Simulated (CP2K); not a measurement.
Input of a CP2K 2026.2 run:

tial_scf.inp

```
&GLOBAL
  PROJECT tial_scf
  RUN_TYPE ENERGY_FORCE
  PRINT_LEVEL LOW
&END GLOBAL
&FORCE_EVAL
  METHOD QS
  STRESS_TENSOR ANALYTICAL
  &DFT
    BASIS_SET_FILE_NAME BASIS_MOLOPT_UZH
    POTENTIAL_FILE_NAME POTENTIAL_UZH
    &MGRID
      CUTOFF 675
      REL_CUTOFF 60
      NGRIDS 4
    &END MGRID
    &QS
      METHOD GPW
      EPS_DEFAULT 1.0E-10
    &END QS
    &KPOINTS
      SCHEME MONKHORST-PACK 8 8 8
      GAMMA_CENTERED T
      SYMMETRY T
      SYMMETRY_BACKEND SPGLIB
    &END KPOINTS
    &SCF
      SCF_GUESS ATOMIC
      EPS_SCF 1.0E-6
      MAX_SCF 100
      ADDED_MOS 13
      CHOLESKY OFF
      EPS_EIGVAL 1.0E-7
      &DIAGONALIZATION ON
        ALGORITHM STANDARD
      &END DIAGONALIZATION
      &MIXING ON
        METHOD BROYDEN_MIXING
        ALPHA 0.4
        BETA 1.5
        NBUFFER 8
      &END MIXING
      &SMEAR ON
        METHOD FERMI_DIRAC
        ELECTRONIC_TEMPERATURE 580.23
      &END SMEAR
    &END SCF
    &XC
      &XC_FUNCTIONAL
        &GGA_X_RPBE
        &END GGA_X_RPBE
        &GGA_C_PBE
        &END GGA_C_PBE
      &END XC_FUNCTIONAL
    &END XC
    &PRINT
      &KPOINTS ON
      &END KPOINTS
      &MULLIKEN ON
      &END MULLIKEN
      &MO ON
        ENERGIES T
        OCCUPATION_NUMBERS T
        &EACH
          QS_SCF 0
        &END EACH
        ADD_LAST NUMERIC
      &END MO
    &END PRINT
  &END DFT
  &SUBSYS
    &CELL
      ABC 3.1790640000 3.1790640000 3.1790640000
      ALPHA_BETA_GAMMA 90.0000000000 90.0000000000 90.0000000000
      PERIODIC XYZ
    &END CELL
    &COORD
      SCALED
      Ti  0.0000000000 0.0000000000 0.0000000000
      Al  0.5000000000 0.5000000000 0.5000000000
    &END COORD
    &KIND Ti
      BASIS_SET TZVP-MOLOPT-PBE-GTH-q12
      POTENTIAL GTH-PBE-q12
    &END KIND
    &KIND Al
      BASIS_SET TZVP-MOLOPT-PBE-GTH-q3
      POTENTIAL GTH-PBE-q3
    &END KIND
    &PRINT
      &ATOMIC_COORDINATES ON
      &END ATOMIC_COORDINATES
      &CELL ON
      &END CELL
    &END PRINT
  &END SUBSYS
  &PRINT
    &FORCES ON
    &END FORCES
    &STRESS_TENSOR ON
    &END STRESS_TENSOR
  &END PRINT
&END FORCE_EVAL
```

Potentials or basis: POTENTIAL_UZH Ti GTH-PBE-q12, Al GTH-PBE-q3; TZVP-MOLOPT-PBE-GTH basis.

Launch:

```sh
$ OMP_NUM_THREADS=1 cp2k.psmp -i tial_scf.inp -o tial_scf.out
```

**Question.** What does it give for the Mulliken charges?

**Answer.** Ti +0.30; Al -0.30 e.

**Question.** What does it give for the band gap on the k mesh?

**Answer.** None (metal or under the smearing width).

**Question.** Estimate the pressure.

**Answer.** 2.5 GPa.

Caveat: the potentials were made for another functional, which shifts forces and pressure; the basis of atomic orbitals isn't converged, which shifts pressures, moduli and gaps.
